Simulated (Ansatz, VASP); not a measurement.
**One calculation of Sb, two programs**

```
Sb
1.0
     5.42773    0.00000    0.00000
    -2.71387    4.70055    0.00000
     0.00000    0.00000    3.11177
Sb
3
Direct
  0.00000 0.00000 0.00000
  0.33333 0.66667 0.50000
  0.66667 0.33333 0.50000
```

Alike in both runs: functional PBEsol; k mesh 6 × 6 × 6; occupations gaussian, width 0.1 eV; no spin polarisation.

Ansatz relaxed the structure, and its values are those at the end. VASP's run is a single point on that final structure, the one shown.

```csv
,VASP,Ansatz
version,VASP 6.6.1,Ansatz 0.2.0
potentials or method,"VASP PAW PBE potentials, release 64 (Sb)","scalar-relativistic, plane waves, PAW"
plane-wave cutoff (eV),520,420
valence electrons in the cell,15,45
```

```tsv
	VASP	Ansatz	Ansatz less VASP
gap on the k mesh at the Fermi level (eV)	none	none	-
pressure (GPa)	0.0	0.0	-0.03
```

A gap of «none» marks a metal or a gap that the smearing closes. The two sets of potentials don't hold the same shells in valence.

Caveats: the PAW data sets were made with another functional, which shifts forces and pressure a little (VASP). Spin-orbit coupling is left out, which matters for the levels of Sb.
